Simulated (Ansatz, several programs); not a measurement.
KNbO3 built on the cubic perovskite prototype, relaxed with PBE in Ansatz (plane waves, PAW): space group Pm-3m (No. 221), cubic; a = 4.026 Å in the conventional setting, 13.05 Å³ an atom. K is surrounded by 12 O at 2.85 Å; Nb is surrounded by 6 O at 2.01 Å; O is surrounded by 2 Nb at 2.01 Å and 4 K at 2.85 Å. The cell was then scaled with its shape and fractional coordinates held. Calculated for a static, non-magnetic cell.

```tsv
V (Å³/atom)	E (meV/atom)
12.271	28.92
13.055	0.00
13.446	6.05
13.838	23.06
```

Q: Pass a cubic E = c₀ + c₁u + c₂u² + c₃u³, with u = V − 13.152 Å³, through these points.

A: c₀ = 0.37, c₁ = +7.843, c₂ = 40.675, c₃ = -5.6829 (meV and Å³).

Q: Where is the minimum, and what bulk modulus follows?

A: dE/du = 0 at u = -0.095, so V₀ = 13.06 Å³. B = V₀ d²E/dV² = 13.06 × (2c₂ + 6c₃u) = 13.06 × 84.574 = 1104 meV/Å³, and 1 meV/Å³ is 0.16022 GPa: 177 GPa. A third-order Birch-Murnaghan fit to all five points gives 13.06 Å³ and 175 GPa.

Q: Predict the energy and the pressure at the withheld volume, 12.663 Å³.

A: With u = -0.489: E ≈ 6.93 meV and P = −dE/dV ≈ +5.77 GPa. The run gives 6.86 meV and, from its stress, +5.74 GPa.
